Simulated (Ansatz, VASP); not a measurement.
# Cross-check of InP between VASP and Ansatz, part 2 of 2

Wanted: the spread between two codes on one cell, functional and k mesh. The structure shown is the end of the Ansatz relaxation below.

VASP 6.6.1 and Ansatz 0.2.0.

So far. Step 3 (VASP: single point, LDA, pair 1): The run ends at a pressure of 2.08 GPa.

## 6. VASP: single point, LDA, pair 2 (continued)

Level of this step: LDA; plane waves and PAW (P, In_d) (VASP).

Numbers of over 12 decimals in the logs are rounded to 6 here.

From OUTCAR (step 6):

```text
  Total       -0.2762898     -0.2762898      0.0051305      0.0000000      0.0000000      0.0000000
  in kB       -8.8737667     -8.8737667      0.1647792      0.0000000      0.0000000      0.0000000
  external PRESSURE =      -5.8609180 kB  Pullay stress =       0.0000000 kB

 POSITION                                       TOTAL-FORCE (eV/Angst)
 -----------------------------------------------------------------------------------
      4.41394      4.41394      4.32075        -0.000000     -0.000000      0.000000
      0.00000      0.00000      0.00000         0.000000      0.000000      0.000000
 -----------------------------------------------------------------------------------
    total drift:                               -0.000000     -0.000000     -0.000000

  FREE ENERGIE OF THE ION-ELECTRON SYSTEM (eV)
  ---------------------------------------------------
  free  energy   TOTEN  =        -9.6721797138 eV

  energy  without entropy=       -9.6721797138  energy(sigma->0) =       -9.67217971

[... 1 part as in an earlier step ...]

[... 2 further parts left out ...]
[key lines of the parts left out:]
E-fermi :   5.4184
```

The run ends at a pressure of -0.59 GPa.

## 7. Comparison

Both answers:

```csv
quantity,Ansatz,VASP,difference
pressure (GPa),-0.61,-0.59,-0.02
gap on the k mesh (eV),0.461,0.492,-0.031
```

A gap on the mesh is an upper bound, since the band edges may lie between its points.

## 8. Ansatz: relaxation, LDA

This run makes the geometry at which the two programs are then compared. The cell compared in this pair holds 50.28 Å³, against 49.88 Å³ for the pair before.

The structure compared here is the end of the Ansatz relaxation.

The input, input.yaml:

```yaml
crystal:
  lattice:
    - [0.0, 2.9717604417, 2.8804967511]
    - [2.9717604417, 0.0, 2.8804967511]
    - [2.9717604417, 2.9717604417, 0.0]
  atoms:
    - { symbol: P, position: [0.75, 0.75, 0.75] }
    - { symbol: In, position: [0.0, 0.0, 0.0] }
  conventional_axes: [[-1, 1, 1], [1, -1, 1], [1, 1, -1]]
kpoints:
  mp_grid: { grid: [20, 20, 20] }
hamiltonian:
  xc: lda
  pseudopotentials: { kind: paw, azcp: { folder: soft_1 }, xc_functional: pbe }
scf:
  occupations: { method: gaussian, width: 0.02 }
output:
  forces: true
  stress: true
  eigenvalues: true
relax:
  adjacent_minimum: "off"
  f_tol: 0.001
  max_steps: 60
  cell: { stress_tol: 0.01, fix: [a, b, gamma] }
```

Launch:

```bash
> ansatz run input.yaml --threads 4 --pin off --max-ram 10240MiB --backend cpu --events-out ev --progress --plain --runs-dir out
```

The log of the run:

```text
[...]
Crystal: 2 atoms, lattice volume = 50.877 Å³
Basis set: ecut = 420 eV, 957 PW (Γ)
Bands: 13, of which v1, the nominal top of the filled ones, is band 9 counted from 1 (8 counted from 0)
Symmetry: 8 space group operations
[...]
k-points: 641 of 8000 (time reversal used)
[...]
k-point 640: bands = [... 5 lower, -2.2487, 1.0889, 4.2684, 4.2684, 8.2387, 8.6463, 16.0379, 16.1821]
--- Relaxed structure (3 steps of the walk, 3 accepted, 1 SCFs on fresh bases) ---
[...]
cell:  # Å, volume = 50.2827 Å³
    - [0, 2.9717604417, 2.846824]
    - [2.9717604417, 0, 2.846824]
    - [2.9717604417, 2.9717604417, 0]
  atoms:
    - { symbol: P, position: [0.750000, 0.750000, 0.750000] }
    - { symbol: In, position: [0, 0, 0] }
[key lines of the parts left out:]
SCF converged after 6 iterations
Free energy (F): -6183.593851 eV
Fermi energy:    7.087647 eV
P = ⅓ Tr σ = -1.1713 GPa (-11.713 kbar)
```

## 9. VASP: single point, LDA, pair 3

The same cell, functional (in two slightly different forms), mesh and smearing now go to VASP, with its own data sets.

The input, INCAR:

```
SYSTEM = InP
PREC = Accurate
ENCUT = 500
EDIFF = 1E-06
NELM = 120
ISMEAR = 0
SIGMA = 0.02
LREAL = .FALSE.
ALGO = Normal
GGA = CA
NBANDS = 15
LORBIT = 11
LWAVE = .FALSE.
LCHARG = .FALSE.
ISIF = 2
LASPH = .TRUE.
GGA_COMPAT = .FALSE.
EFERMI = MIDGAP
KPAR = 2
```

The input, POSCAR:

```
InP
1.0
    0.0000000000      2.9717604417      2.8468242253
    2.9717604417      0.0000000000      2.8468242253
    2.9717604417      2.9717604417      0.0000000000
P In
1 1
Direct
    0.7500000000      0.7500000000      0.7500000000
    0.0000000000      0.0000000000      0.0000000000
```

The input, KPOINTS:

```
Automatic mesh
0
Gamma
20 20 20
0 0 0
```

Potentials, in the order of the species: P and In_d (LDA family, release 64).

Launch:

```bash
> mpirun -np 2 vasp_std
```

The log of the run:

```text
[... set-up lines as in an earlier step ...]
 entering main loop
       N       E                     dE             d eps       ncg     rms          rms(c)
DAV:   1     0.110749274722E+03    0.11075E+03   -0.82723E+03 19345   0.130E+03
DAV:   2    -0.238592472063E+01   -0.11314E+03   -0.10868E+03 21015   0.306E+02
DAV:   3    -0.988583334138E+01   -0.74999E+01   -0.74572E+01 24998   0.794E+01
DAV:   4    -0.100889604075E+02   -0.20313E+00   -0.20305E+00 24435   0.142E+01
[...]
DAV:  11    -0.966416789650E+01   -0.40468E-05   -0.23999E-05 30182   0.753E-02    0.566E-02
DAV:  12    -0.966416574061E+01    0.21559E-05   -0.48188E-06 25236   0.244E-02    0.116E-02
DAV:  13    -0.966416570636E+01    0.34257E-07   -0.30810E-07 14144   0.353E-03
   1 F= -.96641657E+01 E0= -.96641657E+01  d E =-.600098E-45
```

OUTCAR, selected parts (step 9):

```text
  Total       -0.5446984     -0.5446984      0.0046136      0.0000000      0.0000000      0.0000000
  in kB      -17.3559517    -17.3559517      0.1470045      0.0000000      0.0000000      0.0000000
  external PRESSURE =     -11.5216330 kB  Pullay stress =       0.0000000 kB

 POSITION                                       TOTAL-FORCE (eV/Angst)
 -----------------------------------------------------------------------------------
      4.45764      4.45764      4.27024         0.000000      0.000000      0.000000
      0.00000      0.00000      0.00000        -0.000000     -0.000000     -0.000000
 -----------------------------------------------------------------------------------
    total drift:                               -0.000002     -0.000002     -0.000002

  FREE ENERGIE OF THE ION-ELECTRON SYSTEM (eV)
  ---------------------------------------------------
  free  energy   TOTEN  =        -9.6641657064 eV

  energy  without entropy=       -9.6641657064  energy(sigma->0) =       -9.66416571

[... 1 part as in an earlier step ...]

[... 2 further parts left out ...]
[key lines of the parts left out:]
E-fermi :   5.3354
```

The run ends at a pressure of -1.15 GPa.

## 10. Comparison

Compared:

```csv
quantity,Ansatz,VASP,difference
pressure (GPa),-1.17,-1.15,-0.02
gap on the k mesh (eV),0.351,0.382,-0.031
```

A gap on the mesh is an upper bound, since the band edges may lie between its points.

## 11. Outcome

- difference in gap on the k mesh (single point, LDA, pair 1): -0.031 eV
- difference in gap on the k mesh (single point, LDA, pair 2): -0.031 eV
- difference in gap on the k mesh (single point, LDA, pair 3): -0.031 eV

The difference in gap on the k mesh is -0.031 eV (single point, LDA, pair 3), within the 0.08 eV picked in this series as the mark of a large difference. 4 further runs of this series are not shown here. Such differences can come from data sets, numerical settings and the points named under the comparisons, not from the functional's error against experiment.

[Lines on the potential files, build, host, timing and source positions are cut from VASP's logs without a mark.]

[Logs are printed without paths, hosts, clocks, repeated set-up lines and the standing remarks that a program may print on its own settings, such as how far it seeks lower states.]

[Hosts, paths, dates, database ids (printed as entryN), source tags and the programs' standing remarks are cut or masked in the printed files.]
